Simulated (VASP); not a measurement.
## VASP 6.6.1 run: CaO

INCAR

```
ALGO = Normal
IBRION = -1
PREC = Accurate
METAGGA = R2SCAN
LCHARG = .FALSE.
SIGMA = 0.01
ENCUT = 520
NELM = 58
ISIF = 2
EDIFF = 1E-7
LWAVE = .FALSE.
NBANDS = 20
ADDGRID = .TRUE.
LASPH = .TRUE.
NSW = 0
LREAL = .FALSE.
ISMEAR = 0
```

KPOINTS

```
KPOINTS created by Atomic Simulation Environment
0
Gamma
10 10 10
0 0 0
```

POSCAR

```
Ca O
 1.0000000000000000
    -0.0000000000000000    2.3975501229068663    2.3975501229068663
     2.3975501229068663   -0.0000000000000000    2.3975501229068663
     2.3975501229068663    2.3975501229068663   -0.0000000000000000
 Ca  O
   1   1
Cartesian
  0.0000000000000000  0.0000000000000000  0.0000000000000000
  2.3975501229068663  2.3975501229068663  2.3975501229068663
```

The recommended PBE PAW datasets give the neutral cell 16 valence electrons.

Command

```
mpirun -np 1 vasp_std
```

OSZICAR

```
N       E                     dE             d eps       ncg     rms          rms(c)
DAV:   1     0.121691724258E+03    0.12169E+03   -0.79513E+03  1880   0.837E+02
DAV:   2    -0.198516133388E+02   -0.14154E+03   -0.13071E+03  2092   0.251E+02
DAV:   3    -0.251685028788E+02   -0.53169E+01   -0.52506E+01  2504   0.491E+01
DAV:   4    -0.252763773377E+02   -0.10787E+00   -0.10780E+00  2200   0.644E+00
DAV:   5    -0.252786235159E+02   -0.22462E-02   -0.22461E-02  2384   0.880E-01    0.769E+00
DAV:   6    -0.193331728197E+02    0.59455E+01   -0.20840E+00  2492   0.173E+01    0.265E+00
DAV:   7    -0.194501491227E+02   -0.11698E+00   -0.31868E-01  2168   0.356E+00    0.186E+00
DAV:   8    -0.194697528101E+02   -0.19604E-01   -0.87620E-02  2000   0.285E+00    0.995E-01
DAV:   9    -0.194532716652E+02    0.16481E-01   -0.25288E-02  2120   0.165E+00    0.146E-01
DAV:  10    -0.194529930847E+02    0.27858E-03   -0.25264E-03  2148   0.403E-01    0.797E-02
DAV:  11    -0.194530661478E+02   -0.73063E-04   -0.27727E-04  2124   0.137E-01    0.298E-02
DAV:  12    -0.194530429774E+02    0.23170E-04   -0.29891E-05  2464   0.487E-02    0.598E-03
DAV:  13    -0.194530431640E+02   -0.18653E-06   -0.55336E-06  2268   0.167E-02    0.542E-03
DAV:  14    -0.194530431020E+02    0.61941E-07   -0.16231E-07  2424   0.323E-03
   1 F= -.19453043E+02 E0= -.19453043E+02  d E =-.171654E-96
```

From OUTCAR

```
k-points           NKPTS =     47   k-points in BZ     NKDIM =     47   number of bands    NBANDS=     20

   NELECT =      16.0000    total number of electrons

   dimension x,y,z NGX =    28 NGY =   28 NGZ =   28
   dimension x,y,z NGXF=    56 NGYF=   56 NGZF=   56

  energy-cutoff  :      520.00
  volume of cell :       27.56
      direct lattice vectors                 reciprocal lattice vectors
     0.000000000  2.397550123  2.397550123    -0.208546214  0.208546214  0.208546214
     2.397550123  0.000000000  2.397550123     0.208546214 -0.208546214  0.208546214
     2.397550123  2.397550123  0.000000000     0.208546214  0.208546214 -0.208546214

 k-points in reciprocal lattice and weights: KPOINTS created by Atomic Simulation Env
   0.00000000  0.00000000  0.00000000       0.001
   0.10000000  0.00000000  0.00000000       0.008
   0.20000000  0.00000000  0.00000000       0.008
   0.30000000  0.00000000  0.00000000       0.008
   0.40000000  0.00000000  0.00000000       0.008
   0.50000000  0.00000000  0.00000000       0.004
   0.10000000  0.10000000  0.00000000       0.006
   0.20000000  0.10000000  0.00000000       0.024
   ...

 E-fermi :   2.2010

 k-point     1 :       0.0000    0.0000    0.0000
  band No.  band energies     occupation
      1     -36.9713      2.00000
      2     -16.8581      2.00000
      3     -16.8581      2.00000
      4     -16.8581      2.00000
      5     -14.4315      2.00000
      6       2.0554      2.00000
      7       2.0554      2.00000
      8       2.0554      2.00000
      9       7.5432      0.00000
     10       8.9254      0.00000
     11       8.9254      0.00000
     12       8.9254      0.00000
     13      10.5335      0.00000
     14      10.5335      0.00000
     15      17.8732      0.00000
     16      25.6289      0.00000
     17      25.6289      0.00000
     18      25.6289      0.00000
     19      31.1828      0.00000
     20      31.1829      0.00000

 k-point     2 :       0.1000    0.0000    0.0000
  band No.  band energies     occupation
      1     -36.9614      2.00000
      2     -17.0258      2.00000
      3     -16.8631      2.00000
      4     -16.8631      2.00000
      5     -14.2582      2.00000
      6       1.7086      2.00000
      7       1.9168      2.00000
      8       1.9168      2.00000
      9       7.9976      0.00000
     10       8.8885      0.00000
     11       9.1023      0.00000
     12       9.1023      0.00000
     13      10.7800      0.00000
     14      10.7800      0.00000
     15      18.2910      0.00000
     16      24.9447      0.00000
     17      25.2431      0.00000
     18      25.2431      0.00000
     19      29.6319      0.00000
     20      29.6319      0.00000

 k-point     3 :       0.2000    0.0000    0.0000
  band No.  band energies     occupation
      1     -36.9354      2.00000
      2     -17.3896      2.00000
      3     -16.8761      2.00000
      4     -16.8761      2.00000
      5     -13.8784      2.00000
      6       0.9489      2.00000
      7       1.5821      2.00000
      8       1.5821      2.00000
      9       8.8428      0.00000
     10       9.1249      0.00000
     11       9.5915      0.00000
     12       9.5915      0.00000
     13      11.4216      0.00000
     14      11.4216      0.00000
     15      18.9301      0.00000
     16      23.9726      0.00000
     17      23.9727      0.00000
     18      24.0381      0.00000
     19      28.7639      0.00000
     20      28.7639      0.00000

 ...

  Total        0.1755188      0.1755188      0.1755188     -0.0000000      0.0000000     -0.0000000
  in kB       10.2023689     10.2023689     10.2023689     -0.0000000      0.0000000     -0.0000000
  external PRESSURE =      10.2023689 kB  Pullay stress =       0.0000000 kB

 POSITION                                       TOTAL-FORCE (eV/Angst)
 -----------------------------------------------------------------------------------
      0.00000      0.00000      0.00000        -0.000000      0.000000     -0.000000
      2.39755      2.39755      2.39755         0.000000     -0.000000      0.000000
 -----------------------------------------------------------------------------------
    total drift:                                0.000000      0.000000      0.000000

  FREE ENERGIE OF THE ION-ELECTRON SYSTEM (eV)
  ---------------------------------------------------
  free  energy   TOTEN  =       -19.4530431020 eV

  energy  without entropy=      -19.4530431020  energy(sigma->0) =      -19.45304310
```

It converged. Results: gap between bands v and c on the k mesh 4.19 eV; least direct gap on the k mesh 4.56 eV; pressure 1.0 GPa. Band v is the last that the valence electrons fill when counted band by band, and c is the next.

For comparison, a separate r²SCAN run of the intended cell, on usual settings and not on those above, gives a gap of 4.19 eV on its mesh and a pressure of 1.1 GPa.

The run above took about 58 s on one core of a shared host (Intel Xeon 6975P-C) and held 0.28 GiB at most.
